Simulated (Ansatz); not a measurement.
**Guessed and relaxed cells of SiO2**

A trial structure of SiO2 was built thus: 3-, 6-connected net, the two elements on its two kinds of vertex (I4_1/amd, No. 141). The dimensions are guesses.

POSCAR.start

```
Si O
1.0
    -1.65617    1.65617    4.64179
     1.65617   -1.65617    4.64179
     1.65617    1.65617   -4.64179
Si O
2 4
Cartesian
  0.0000 0.0000 0.0000
  0.0000 1.6562 2.3209
  0.0000 0.0000 7.4512
  0.0000 1.6562 4.1532
  0.0000 1.6562 0.4885
  0.0000 0.0000 1.8324
```

Theory: Ansatz, DFT PBE, scalar-relativistic, plane waves, PAW. Cutoff 420 eV, Gaussian smearing, Γ-centred meshes. Cell and atoms relax first on a coarse mesh and then on a converged one. In between, the cell is made exact in the group found at 0.06 Å. The steps can't lower the symmetry of their start. No spin polarisation.

POSCAR.end

```
Si O
1.0
    -1.76336    1.76336    4.26024
     1.76336   -1.76336    4.26024
     1.76336    1.76336   -4.26024
Si O
2 4
Direct
  0.00000 0.00000 0.00000
  0.75000 0.25000 0.50000
  0.79217 0.79217 0.00000
  0.95783 0.45783 0.50000
  0.54217 0.04217 0.50000
  0.20783 0.20783 0.00000
```

The symmetry stays I4_1/amd (No. 141). The end has the anatase type. The volume per atom grows by 4.0 %, from 8.5 to 8.8 Å³. The shortest distance goes from 1.73 Å (Si–O) to 1.77 Å (Si–O). The ratio c/a of the conventional cell changes by a factor of 0.86. The energy falls by about 0.12 eV/atom (the start's value is from the coarse mesh).

```json
{"Volume per atom": "8.83 Å³", "Density": "3.77 g/cm³", "Formation energy": "−2.543 eV/atom", "Gap on the 10×10×10 mesh of the 6-atom cell": "5.80 eV"}
```

The zero of energy is the elements' standard structures at the same level (O₂ as a molecule); no fitted shifts are applied.

The last run used Gaussian smearing of 0.02 eV. Kohn–Sham gaps at this level usually fall short of measured ones. A later test with randomly moved atoms came back to the same energy, though modes that don't fit the test's cell weren't probed. In all, the 3 runs took 66 s on 1 thread of Intel(R) Xeon(R) Platinum 8259CL CPU @ 2.50GHz (Skylake/Cascade Lake), on a shared host. Another cell of SiO2 relaxed alike, in P6_422, lies 230 meV/atom lower, so this cell isn't the stable form at this level.
